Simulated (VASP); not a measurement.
Crystal: GaP.

```xyz
2
Lattice="0.0000 2.7252 2.7252 2.7252 0.0000 2.7252 2.7252 2.7252 0.0000" Properties=species:S:1:pos:R:3 pbc="T T T"
Ga    0.0000    0.0000    0.0000
P     4.0879    4.0879    4.0879
```

Program: VASP 6.6.1. Alike in all runs: task band structure; cell as given; cutoff (eV) 520; smearing fermi-dirac 0.05 eV. Hardware: 1 thread of Intel(R) Xeon(R) Platinum 8488C (Sapphire Rapids), on a shared host.

**Question.** Order these runs on this cell by their wall time, lowest first.
A. level PBEsol; potentials or basis VASP PAW PBE potentials, release 64 (Ga_d, P); spin off; k mesh 8 × 8 × 8; mesh quality not flagged
B. level PBE0; potentials or basis VASP PAW PBE potentials, release 64 (Ga_d, P); spin off; k mesh 4 × 4 × 4; grid for exact exchange (PRECFOCK) Fast; exchange at q = 0 default; mesh quality coarse
C. level LDA; potentials or basis VASP PAW LDA potentials, release 64 (Ga_d, P); spin SOC, no magnetisation; k mesh 6 × 6 × 6; mesh quality not flagged

**Answer.** A (65 s), C (270 s), B (560 s).

Caveats: some runs use coarse meshes; an unscreened hybrid on a path of extra k points without a Coulomb cutoff has errors near the mesh points, so the bands along the path aren't reliable (some runs).

Runs at the PBE level aren't shown here.
